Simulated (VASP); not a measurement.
CoO:

```
Co O
1.0
     2.85630    0.00000    0.00000
    -1.42815    2.47363    0.00000
     0.00000    0.00000    2.78761
Co O
1 1
Direct
  0.00000 0.00000 0.00000
  0.66667 0.33333 0.50000
```

Measurements of this composition are mostly on another form, of space group No. 225.

Program: VASP 6.6.1. Alike in all runs: task single point; cell as given; k mesh 8 × 8 × 7; cutoff (eV) 520; smearing gaussian 0.05 eV.

Problem. Order these runs on this cell by their pressure, lowest first.
A. level LDA+U; potentials or basis VASP PAW LDA potentials, release 64 (Co, O); spin collinear, random start; U Co d U = 6 eV
B. level PBE; potentials or basis VASP PAW PBE potentials, release 64 (Co, O); spin off
C. level LDA+U; potentials or basis VASP PAW LDA potentials, release 64 (Co, O); spin collinear, ferromagnetic start; U Co d U = 7 eV; fixed moment (μB) 0

Solution. C (-25.5 GPa), A (-21.9 GPa), B (-19.3 GPa).

Caveats: a cell with one magnetic atom can't hold antiferromagnetic order, which such compounds often take (some runs); so large a pressure means that the cell lies far from this level's equilibrium, or that cutoff or potentials fall short (some runs); an odd number of electrons without spin polarisation forces a metal (some runs); a magnetic or distorted state may lie lower (some runs); the moment is held away from its start (some runs); the total moment is fixed, so each spin has its own Fermi level (some runs).
